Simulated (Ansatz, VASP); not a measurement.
**Ru in VASP and in Ansatz**

INCAR

```
SYSTEM = Ru
ALGO = Fast ; EDIFF = 1E-6
ENCUT = 520 ; GGA = PS
ISIF = 2 ; ISMEAR = 0
LASPH = .TRUE. ; LCHARG = .TRUE.
LELF = .TRUE. ; LREAL = .FALSE.
LVHAR = .TRUE. ; LWAVE = .FALSE.
NBANDS = 13 ; NELM = 100
PREC = Accurate ; SIGMA = 0.1
```

The input KPOINTS:

```
k-points
0
G
  16 16 16
  0 0 0
```

The input POSCAR:

```
Ru
1.0
   -0.0711039500      1.9604621000      1.9715116500
    1.9604621000     -0.0711039500      1.9715116500
    1.9549660500      1.9549660500     -0.0656079000
Ru
1
Direct
    0.0000000000      0.0000000000      0.0000000000
```

Input for Ansatz:

```yaml
crystal:
  lattice:
    - [-0.07110395, 1.9604621, 1.97151165]
    - [1.9604621, -0.07110395, 1.97151165]
    - [1.95496605, 1.95496605, -0.0656079]
  atoms:
    - { symbol: Ru, position: [0.0, 0.0, 0.0] }
basis:
  ecutwfc: 420
kpoints:
  mp_grid: { grid: [16, 16, 16] }
hamiltonian:
  xc: pbesol
scf:
  occupations: { method: gaussian, width: 0.1 }
output:
  forces: true
  stress: true
  eigenvalues: true
```

Alike in both runs: task single point; functional PBEsol; k mesh 16 × 16 × 16; occupations gaussian, width 0.1 eV; no spin polarisation.

```csv
,VASP,Ansatz
version,VASP 6.6.1,Ansatz 0.2.0
potentials or method,"VASP PAW PBE potentials, release 64 (Ru_pv)","scalar-relativistic, plane waves, PAW"
plane-wave cutoff (eV),520,420
valence electrons in the cell,14,16
```

Ansatz gave:

* gap on the k mesh at the Fermi level (eV): none
* pressure (GPa): -38.0
* largest component of the traceless stress (GPa): 5.81

Estimate VASP's values.

gap on the k mesh at the Fermi level (eV): none; pressure (GPa): -38.2; largest component of the traceless stress (GPa): 5.80.

A gap of «none» marks a metal or a gap that the smearing closes. The two sets of potentials don't hold the same shells in valence.

Caveats: the cell as given lies far from equilibrium; so large a pressure means that the cell lies far from this level's equilibrium, or that cutoff or potentials fall short (VASP); the potentials were made for another functional, which shifts forces and pressure (VASP).
